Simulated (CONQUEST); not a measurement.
## Bi in CONQUEST: convergence with smearing width

The system is Bi, a slab with vacuum.

```
Bi
1.0
     4.52639    0.00000    0.00000
     0.00000    4.65841    0.00000
     0.00000    0.00000   21.52749
Bi
6
Cartesian
  3.3948 0.7320 7.5000
  1.1316 3.0545 7.5155
  3.3948 0.5660 10.7550
  1.1316 2.8885 10.7706
  3.3948 0.3860 14.0119
  1.1316 2.7085 14.0275
```

```yaml
Program: CONQUEST 1.3
Task: convergence study
Functional: PBE
Potentials_or_basis: PseudoDojo NC PBE, SZP, grid cutoff 120 Ha
k_mesh: 6 × 6 × 1
Occupations: methfessel-paxton, width 0.4 eV
Spin: no spin polarisation
```

These are the settings of the first run; the series varies smearing width, with any setting tied to it.

Hardware: 1 thread of AMD EPYC (Zen 3), with other jobs on the host.

The values tried are 0.4 eV, 0.3 eV, 0.2 eV, 0.1 eV, 0.05 eV, 0.025 eV, 0.01 eV, 0.005 eV, loosest first. From which on does the largest force stay within 0.005 eV/Å of the tightest run that finished?

From 0.025 eV on.

| smearing width | energy less the tightest run (meV/atom) | largest force (eV/Å) | SCF cycles | CPU time (s) | peak memory (GiB) |
| --- | --- | --- | --- | --- | --- |
| 0.4 eV | -4.64 | 0.075 | 12 | 130 | 1.1 |
| 0.3 eV | -3.37 | 0.064 | 18 | 160 | 1.1 |
| 0.2 eV | -1.77 | 0.060 | 19 | 160 | 1.1 |
| 0.1 eV | -0.77 | 0.052 | 20 | 170 | 1.1 |
| 0.05 eV | -0.46 | 0.044 | 22 | 180 | 1.1 |
| 0.025 eV | -0.18 | 0.048 | 21 | 180 | 1.1 |
| 0.01 eV | -0.03 | 0.052 | 25 | 200 | 1.1 |
| 0.005 eV | 0.00 | 0.053 | 22 | 190 | 1.1 |

Against the tightest run, the energy stays within 1 meV/atom from 0.1 eV on. Narrower smearing needs a denser k mesh, so at a fixed mesh the narrowest width isn't the most accurate. The tightest run that finished is the yardstick and may itself not be fully converged.

Caveat, for the tightest run too: the atomic basis is small.
